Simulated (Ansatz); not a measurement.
# Mo (Im-3m) in Ansatz: further runs

The runs below take Mo through single point, equation of state, with PBEsol.

Program: Ansatz 0.2.0. These are calculated values, not measurements. Logs are shortened: lines on timing, memory, paths and dates and some standing lists are left out, and cuts for length are marked.

## (1) The structure

Symmetry: Im-3m, No. 229, cubic system. Conventional cell: a = 3.168 Å, b = 3.168 Å, c = 3.168 Å, α = 90.00°, β = 90.00°, γ = 90.00°. Mo (site symmetry m-3m) is surrounded by 8 Mo at 2.74 Å.

## (2) Single point, PBEsol, 14.94 Å³/atom (volume scaled by 0.94)

File input.yaml:

```yaml
crystal:
  lattice:
    - [-1.5514772677, 1.5514772677, 1.5514772677]
    - [1.5514772677, -1.5514772677, 1.5514772677]
    - [1.5514772677, 1.5514772677, -1.5514772677]
  atoms:
    - { symbol: Mo, position: [0.0, 0.0, 0.0] }
hamiltonian:
  xc: pbesol
  pseudopotentials: { kind: paw, source: jth, xc_functional: pbe }
kpoints:
  mp_grid: { grid: [12, 12, 12] }
scf:
  occupations: { method: fermi_dirac, width: 0.05 }
output:
  forces: true
  stress: true
  eigenvalues: true
```

Potentials or basis: JTH PAW.

On the command line:

```sh
> ansatz run input.yaml --threads 2 --pin off --max-ram 5632MiB --backend cpu --events-out ev --progress --plain --runs-dir out
```

Log:

```text
Warning: the checks of this Mo dataset prove no rule for summing its radial tables, as where they were carried onto another mesh than they were made on, and Gregory's rule is taken, under which a leading mesh point left out moves its sums only by what lay on the interval it spanned. That does not make them correct, and they differ from Quantum ESPRESSO's on this file; a re-export a fraction of a mesh step off can move them. hamiltonian.pseudopotentials.radial_quadrature: simpson_from_first_knot sums it by `pw.x`'s rule; on a PAW file no value gives `pw.x`'s numbers. What more to know: hamiltonian.pseudopotentials.radial_quadrature, in the input reference
Warning: RAYON_NUM_THREADS=2 ignored (pool sized by the plan → 2); use --threads N
Engine: ansatz 0.2.0, aarch64-unknown-linux-gnu
Pseudopotentials: kind: paw
Pseudopotential: Mo, paw, valence charge 14, recommended cutoff 1800 eV (normal), Mo.paw.azcp
Functional definition: PBEsol
  exchange = pbesol_x
  correlation = pbesol_c
Crystal: 1 atoms, lattice volume = 14.938 Å³
Basis set: ecut = 1800 eV, 2587 PW (Γ), exchange–correlation on 80×80×80 points (8 copies of the dense FFT grid, shifted against one another)
Bands: 11, of which v1, the nominal top of the filled ones, is band 7 counted from 1 (6 counted from 0)
Symmetry: 48 space group operations
Space group: Im-3m (ITA 229), of the structure as read, at distance tolerance 2.5e-5 Å
k-points: 72 of 1728
Non-local potential: Mo, projectors of the file, l = 0: 2, l = 1: 2, l = 2: 2
PAW form: soft (Blöchl's): semilocal exchange-correlation on the pseudo side does not see the compensation charge
PAW frozen core: Mo, regenerated for the run's functional, and the local potential with it (the file was generated under x = pbe(κ = 0.804, μ = 0.2195149727645171), c = pbe(β = 0.06672455060314922))
PAW one-centre angular grid: Mo, 590 points (default); XC on 64 Gauss nodes
Initial density: superposition of atomic densities (chi_scale 0.1, normalization cell)
Initial wavefunctions: pseudopotential atomic-orbital guess
Functional: x = pbesol(κ = 0.804, μ = 0.12345679012345678), c = pbesol(β = 0.046)
SCF iter   1: F=—  HF=-4893.604335 eV  |F-HF|=—  |Δ(HF+E_count)|=         —  Δρ=1.16e-1  dr2=2.05e0  ethr=3.10e-3  ⟨swp⟩=6.2  Hψ=5552  notcnv=0
preconditioner: auto → none  [metal: Δε(μ)=0.021 eV  Ē_g=9.086 eV  σ=0.050 eV  W_gap=0.11  n_scr=0 (ndim 8)  ℏωp=23.5 eV  f_vac=0.000  D(μ)=0.40/eV (n_scr^D=0)]
SCF iter   2: F=—  HF=-4892.896156 eV  |F-HF|=—  |Δ(HF+E_count)|=   7.08e-1  Δρ=2.82e-2  dr2=4.80e-2  ethr=3.10e-3  ⟨swp⟩=2.5  Hψ=2112  notcnv=0  defer=3
SCF iter   3: F=—  HF=-4892.880280 eV  |F-HF|=—  |Δ(HF+E_count)|=   1.59e-2  Δρ=1.10e-2  dr2=6.19e-3  ethr=3.43e-4  ⟨swp⟩=2.0  Hψ=1074  notcnv=0  defer=3
SCF iter   4: F=—  HF=-4892.877895 eV  |F-HF|=—  |Δ(HF+E_count)|=   2.39e-3  Δρ=3.03e-4  dr2=4.26e-6  ethr=4.42e-5  ⟨swp⟩=1.4  Hψ=874  notcnv=0  defer=3
SCF iter   5: F=—  HF=-4892.877918 eV  |F-HF|=—  |Δ(HF+E_count)|=   2.39e-5  Δρ=9.54e-5  dr2=5.00e-7  ethr=7.14e-10  ⟨swp⟩=8.2  Hψ=5109  notcnv=0
SCF iter   6: F=-4892.877918 eV  HF=-4892.877918 eV  |F-HF|=6.66e-9  |Δ(HF+E_count)|=   3.45e-8  Δρ=1.42e-5  dr2=1.46e-8  ethr=7.14e-10  ⟨swp⟩=5.9  Hψ=3835  notcnv=0
SCF 1 converged in 6 iterations: F = -4892.877918 eV  dr2 = 1.46e-8
SCF converged after 6 iterations
Free energy (F): -4892.877918 eV
Harris-Foulkes:  -4892.877918 eV  (|F-HF|=6.66e-9)
Internal energy: -4892.875835 eV  (E = F + TS)
E sigma→0 (E₀):  -4892.876877 eV
Entropy (-TS):   -0.002084 eV (-2.084 meV/atom)
Fermi energy:    21.783953 eV
--- Per-component energies (eV) ---
  E_band       = -44.848792
  E_kinetic    = 264.116256
  E_local      = -877.638752  (includes V_loc(G=0)·N_el)
  E_nonlocal   = 451.921295
  E_hartree    = 266.966763
  E_xc         = -105.216702
  E_vxc        = -137.608511  (∫ρ·V_xc dr)
  E_paw        = -3238.178728  (= ΣΔE_a)
  E_vpaw       = -279.575365  (= ΣTr[D̂ρ^β])
  E_aug_tail   = 0.000017  (compensation charges beyond the density's cutoff)
  E_ewald      = -1655.054802
  E_core_change = 0.208818  (= ΣΔE_core)
  E_smearing   = -0.002084  (= −TS)
  E_closure    = -0.000000  (closes the sum)
  Σ components = -4892.877918   (vs F -4892.877918, Δ=0.00e0)
--- Forces (eV/Å), atoms counted from 1 ---
  atom   1  Mo     0.00000000    -0.00000000    -0.00000000
  max |Σ_I F_I| component: 1.75e-32 eV/Å
--- Stress (GPa, compression-positive) ---
        7.983607       0.000000       0.000000
        0.000000       7.983607      -0.000000
       -0.000000       0.000000       7.983607
  P = ⅓ Tr σ = 7.9836 GPa (79.836 kbar)
--- Band table (eV; the first three rows and the last of 72) ---
  k-point 0: bands = ["-39.3786", "-12.5412", "-12.5412", "-12.5412", "14.4208", "20.3960", "20.3960", "20.3960", "23.5747", "23.5747", "36.8880"]
  k-point 1: bands = ["-39.3578", "-12.6582", "-12.5769", "-12.5422", "14.7412", "20.2127", "20.3607", "20.7024", "23.3145", "23.5802", "37.1285"]
  k-point 2: bands = ["-39.3005", "-12.9710", "-12.6732", "-12.5451", "15.5768", "19.7487", "20.2006", "21.5935", "22.9605", "23.6229", "37.4895"]
  k-point 71: bands = ["-38.8378", "-13.6511", "-13.6511", "-13.6511", "16.0366", "16.0366", "26.1301", "26.1301", "26.1301", "31.2528", "31.2528"]
```

Wall time 3 s (2 threads of Arm Neoverse V1, shared host); peak memory 0.39 GiB.

What came out:

```yaml
Free_energy: -4892.8779 eV
Pressure: 8.0 GPa
Band_gap_on_the_k_mesh: none (metal or under the smearing width)
```

## (3) Single point, PBEsol, 15.26 Å³/atom (volume scaled by 0.96)

Edit input.yaml of step 2 so:

```diff
@@ -2,5 +2,5 @@
   lattice:
-    - [-1.5514772677, 1.5514772677, 1.5514772677]
-    - [1.5514772677, -1.5514772677, 1.5514772677]
-    - [1.5514772677, 1.5514772677, -1.5514772677]
+    - [-1.562403524, 1.562403524, 1.562403524]
+    - [1.562403524, -1.562403524, 1.562403524]
+    - [1.562403524, 1.562403524, -1.562403524]
   atoms:
```

Potentials or basis: JTH PAW.

On the command line:

```sh
> ansatz run input.yaml --threads 2 --pin off --max-ram 5632MiB --backend cpu --events-out ev --progress --plain --runs-dir out
```

Run time: 3 s. Hardware: 2 threads of Arm Neoverse V1, shared host; peak memory 0.4 GiB.

Results (log left out):

| Quantity | Value |
| --- | --- |
| Free energy | -4892.8873 eV |
| Pressure | 1.6 GPa |
| Band gap on the k mesh | none (metal or under the smearing width) |

## (4) Single point, PBEsol, 15.57 Å³/atom (volume scaled by 0.98)

Edit input.yaml of step 3 so:

```diff
@@ -2,5 +2,5 @@
   lattice:
-    - [-1.562403524, 1.562403524, 1.562403524]
-    - [1.562403524, -1.562403524, 1.562403524]
-    - [1.562403524, 1.562403524, -1.562403524]
+    - [-1.5731790612, 1.5731790612, 1.5731790612]
+    - [1.5731790612, -1.5731790612, 1.5731790612]
+    - [1.5731790612, 1.5731790612, -1.5731790612]
   atoms:
```

On the command line:

```sh
> ansatz run input.yaml --threads 2 --pin off --max-ram 5632MiB --backend cpu --events-out ev --progress --plain --runs-dir out
```

Run time: 3 s. Hardware: 2 threads of Arm Neoverse V1, shared host; peak memory 0.4 GiB.

Results (log left out):

| Property | Result |
| --- | --- |
| Free energy | -4892.8847 eV |
| Pressure | -4.1 GPa |
| Band gap on the k mesh | none (metal or under the smearing width) |

## (5) Single point, PBEsol, 15.89 Å³/atom

Edit input.yaml of step 4 so:

```diff
@@ -2,5 +2,5 @@
   lattice:
-    - [-1.5731790612, 1.5731790612, 1.5731790612]
-    - [1.5731790612, -1.5731790612, 1.5731790612]
-    - [1.5731790612, 1.5731790612, -1.5731790612]
+    - [-1.5838089719, 1.5838089719, 1.5838089719]
+    - [1.5838089719, -1.5838089719, 1.5838089719]
+    - [1.5838089719, 1.5838089719, -1.5838089719]
   atoms:
```

On the command line:

```sh
> ansatz run input.yaml --threads 2 --pin off --max-ram 5632MiB --backend cpu --events-out ev --progress --plain --runs-dir out
```

Wall time 3 s (2 threads of Arm Neoverse V1, shared host); peak memory 0.4 GiB.

The run converged. Its results:

```yaml
Free_energy: -4892.8713 eV
Pressure: -9.3 GPa
Band_gap_on_the_k_mesh: none (metal or under the smearing width)
```

## (6) Single point, PBEsol, 16.21 Å³/atom (volume scaled by 1.02)

Edit input.yaml of step 5 so:

```diff
@@ -2,5 +2,5 @@
   lattice:
-    - [-1.5838089719, 1.5838089719, 1.5838089719]
-    - [1.5838089719, -1.5838089719, 1.5838089719]
-    - [1.5838089719, 1.5838089719, -1.5838089719]
+    - [-1.5942980787, 1.5942980787, 1.5942980787]
+    - [1.5942980787, -1.5942980787, 1.5942980787]
+    - [1.5942980787, 1.5942980787, -1.5942980787]
   atoms:
```

Potentials or basis: JTH PAW.

On the command line:

```sh
> ansatz run input.yaml --threads 2 --pin off --max-ram 5632MiB --backend cpu --events-out ev --progress --plain --runs-dir out
```

Wall time 3.2 s (2 threads of Arm Neoverse V1, shared host); peak memory 0.4 GiB.

It converged, with:

| Quantity | Value |
| --- | --- |
| Free energy | -4892.8484 eV |
| Pressure | -13.8 GPa |
| Band gap on the k mesh | none (metal or under the smearing width) |

## (7) Single point, PBEsol, 16.53 Å³/atom (volume scaled by 1.04)

Edit input.yaml of step 6 so:

```diff
@@ -2,5 +2,5 @@
   lattice:
-    - [-1.5942980787, 1.5942980787, 1.5942980787]
-    - [1.5942980787, -1.5942980787, 1.5942980787]
-    - [1.5942980787, 1.5942980787, -1.5942980787]
+    - [-1.6046509537, 1.6046509537, 1.6046509537]
+    - [1.6046509537, -1.6046509537, 1.6046509537]
+    - [1.6046509537, 1.6046509537, -1.6046509537]
   atoms:
```

On the command line:

```sh
> ansatz run input.yaml --threads 2 --pin off --max-ram 5632MiB --backend cpu --events-out ev --progress --plain --runs-dir out
```

It took 3.2 s on 2 threads of Arm Neoverse V1, shared host; peak memory 0.4 GiB.

The run converged. Its results:

| Quantity | Value |
| --- | --- |
| Free energy | -4892.8167 eV |
| Pressure | -18.0 GPa |
| Band gap on the k mesh | none (metal or under the smearing width) |

## (8) Single point, PBEsol, 16.85 Å³/atom (volume scaled by 1.06)

File input.yaml:

```yaml
crystal:
  lattice:
    - [-1.614871936, 1.614871936, 1.614871936]
    - [1.614871936, -1.614871936, 1.614871936]
    - [1.614871936, 1.614871936, -1.614871936]
  atoms:
    - { symbol: Mo, position: [0.0, 0.0, 0.0] }
hamiltonian:
  xc: pbesol
  pseudopotentials: { kind: paw, source: jth, xc_functional: pbe }
kpoints:
  mp_grid: { grid: [12, 12, 12] }
scf:
  occupations: { method: fermi_dirac, width: 0.05 }
output:
  forces: true
  stress: true
  eigenvalues: true
  write_density: true
  write_potential: true
  elf: true
  volumetric_format: npy
```

On the command line:

```sh
> ansatz run input.yaml --threads 2 --pin off --max-ram 5632MiB --backend cpu --events-out ev --progress --plain --runs-dir out
```

It took 4.4 s on 2 threads of Arm Neoverse V1, shared host; peak memory 0.41 GiB.

Results (log left out):

```
Free energy            : -4892.7774 eV
Pressure               : -21.6 GPa
Band gap on the k mesh : none (metal or under the smearing width)
```

## (9) Equation of state, PBEsol

Potentials or basis: JTH PAW.

This step only gathers the single runs of the series.

Results:

| Quantity | Value |
| --- | --- |
| Equilibrium volume | 15.34 Å³/atom |
| Bulk modulus | 283 GPa |
| Pressure derivative of the bulk modulus | 4.3 |

Energy against volume, from the lowest point:
```
volume (Å³/atom)  energy (meV/atom)
          14.938               9.39
          15.256               0.00
          15.574               2.60
          15.892              15.96
          16.209              38.95
          16.527              70.58
          16.845             109.94
```
